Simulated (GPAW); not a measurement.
# Calculated records

### CdTe (F-43m): one start, several treatments of the self-energy

Symmetry: F-43m, No. 216, cubic system. The conventional cell has a = 6.410 Å, b = 6.410 Å, c = 6.410 Å, α = 90.00°, β = 90.00°, γ = 90.00°. Nearest to Cd lie 4 Te at 2.78 Å. Nearest to Te lie 4 Cd at 2.78 Å. Farther neighbours and most contacts between anions are not listed.

| Quantity | Value |
| --- | --- |
| method | DFT, LDA, plane waves, PAW (and 1 further level or step) |
| program | GPAW 26.7.0 |
| settings of one run | cutoff 450 eV, GPAW PAW setups 1.2.1 data release, 4×4×4 k-mesh, nbands 284 |
| cost | 3 runs, 17 min in all on 4 MPI ranks of Intel Xeon Platinum 8488C (Sapphire Rapids), shared host (the runs of this entry) |
| notes | The database entry behind the starting cell differs from later determinations by our own check (an axis about 1.1 % short against later determinations). The cell and positions come from the Crystallography Open Database and are kept as given unless a step says otherwise. Limits: no spin-orbit coupling. Bands and cutoff are finite, so the gap is not at the basis limit. The miss can reach some tenths of an eV and take either sign; the mesh is an error of its own. The 4×4×4 mesh is coarse for this cell, which bears on the long-range parts of exchange and screening. |
| G0W0, Godby-Needs plasmon pole | 1.542 eV |
| G0W0 with rALDA vertex | 1.556 eV |
| known limits | not at the basis limit; no spin-orbit coupling; coarse k mesh |

G0W0 with rALDA vertex: +0.014 eV against G0W0, Godby-Needs plasmon pole, at other bands or cutoff, so not like for like. With the rALDA kernel as a vertex the gap is 1.48 eV (in the polarisability), 1.61 eV (in the self-energy) and 1.55 eV (in both), against 1.54 eV without.

[Runs of the session that timed out or met a known fault of the program may be left out.]

[Hosts, paths, dates, database ids (printed as entryN), source tags and the programs' standing remarks are cut or masked in the printed files.]
